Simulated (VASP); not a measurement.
A run of VASP 6.6.1 is set up as follows.

INCAR

```
ALGO = Normal
BPARAM = 11.95
CPARAM = 0.0093
EDIFF = 1E-7
EDIFFG = -0.01
ENCUT = 600
IBRION = 2
ISIF = 3
ISMEAR = 0
IVDW_NL = 2
LASPH = True
LCHARG = False
LMIXTAU = True
LREAL = False
LUSE_VDW = True
LWAVE = False
METAGGA = R2SCAN
NELM = 80
NSW = 60
PREC = Accurate
SIGMA = 0.05
```

Contents of KPOINTS:

```
k-points
0
Gamma
  8 8 8
```

File POSCAR:

```
GaP
1.0
    0.0000000000      2.7252500000      2.7252500000
    2.7252500000      0.0000000000      2.7252500000
    2.7252500000      2.7252500000      0.0000000000
Ga P
1 1
Direct
    0.0000000000      0.0000000000      0.0000000000
    0.7500000000      0.7500000000      0.7500000000
```

Potentials or basis: VASP PAW PBE potentials, release 64 (Ga_d, P).

Command:

```sh
$ cat potpaw_PBE.64/Ga_d/POTCAR potpaw_PBE.64/P/POTCAR > POTCAR
$ mpirun -np 1 vasp_std > vasp.out
```

Predict the space group after relaxing (to 0.05 Å).

F-43m (No. 216).

Estimate the relaxed cell.

a = 3.842 Å, b = 3.842 Å, c = 3.842 Å, α = 60.00°, β = 60.00°, γ = 60.00°.

Predict the band gap on the k mesh.

1.84 eV, indirect (least direct gap 2.41 eV).

The path:
| step | energy change (eV) | largest force (eV/Å) | pressure (GPa) | volume (Å³) |
| --- | --- | --- | --- | --- |
| 1 | 0.0000 | 0.0000 | -0.78 | 40.48 |
| 2 | -0.0006 | 0.0000 | 0.51 | 39.91 |
| 3 | -0.0009 | 0.0000 | 0.04 | 40.12 |

Caveat: the PAW data sets were made with another functional, which shifts forces and pressure a little. A k mesh can miss the band edges.
